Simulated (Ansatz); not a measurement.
# Relaxing K

The calculation used Ansatz 0.2.0, DFT PBE, scalar-relativistic, plane waves, PAW. (420 eV cutoff, 15×15×15 k-mesh, Gaussian smearing of 0.10 eV, no spin polarisation)

What was changed: relaxed at 20 GPa.

Other phases may be more stable at this pressure.

Command:

```bash
ansatz run input.yaml --threads 1 --pin off --max-ram 1331MiB --backend cpu --events-out ev --progress --plain --runs-dir out
```

Input:

```yaml
crystal:
  lattice:
    - [1.8003828458, 1.0394515206, 8.7588810086]
    - [-1.8003828458, 1.0394515206, 8.7588810086]
    - [0.0, -2.0789030414, 8.7588810086]
  atoms:
    - { symbol: K, position: [0.0, 0.0, 0.0] }
    - { symbol: K, position: [0.7777576819, 0.7777576819, 0.7777576819] }
    - { symbol: K, position: [0.2222423181, 0.2222423181, 0.2222423181] }
basis:
  ecutwfc: 420
kpoints:
  mp_grid: { grid: [15, 15, 15] }
hamiltonian:
  xc: pbe
scf:
  occupations: { method: gaussian, width: 0.1 }
output:
  forces: true
  stress: true
  eigenvalues: true
relax:
  adjacent_minimum: "off"
  f_tol: 0.008
  max_steps: 50
  cell: { stress_tol: 0.08, p_target: 20.0 }
```

F is the free energy. Steps run on the plane waves of an earlier cell, but the last one, and at times one on the way, on a freshly chosen basis, so a repeated geometry can differ a little in energy. The relaxation lowers the enthalpy F + PV at the target pressure, so F itself can rise.

Steps:

```csv
step,F − F(1) (eV),largest force component (eV/Å),V (Å³/atom),P (GPa)
1,0.0000,0.006,32.783,12.52
2,1.2766,0.024,28.299,18.28
3,1.6737,0.005,27.191,20.06
4,1.6616,0.000,27.223,20.01
5,1.6539,0.003,27.243,19.97
6,1.6544,0.003,27.243,19.97
```

Relaxed structure:

```xyz
3
Lattice="1.6862 0.9735 8.2982 -1.6862 0.9735 8.2982 0.0000 -1.9470 8.2982" Properties=species:S:1:pos:R:3 pbc="T T T"
K     0.0000    0.0000    0.0000
K     0.0000    0.0000   19.3527
K     0.0000    0.0000    5.5419
```

The structure is trigonal, space group R-3m (No. 166). Conventional cell: a = 3.372 Å, b = 3.372 Å, c = 24.895 Å, α = 90.00°, β = 90.00°, γ = 120.00°. K (site symmetry -3m) has 12 K at 3.37 Å as nearest neighbours. K (site symmetry 3m) is surrounded by 12 K at 3.37 to 3.40 Å.

The run converged. The run took of the order of 50 core-seconds.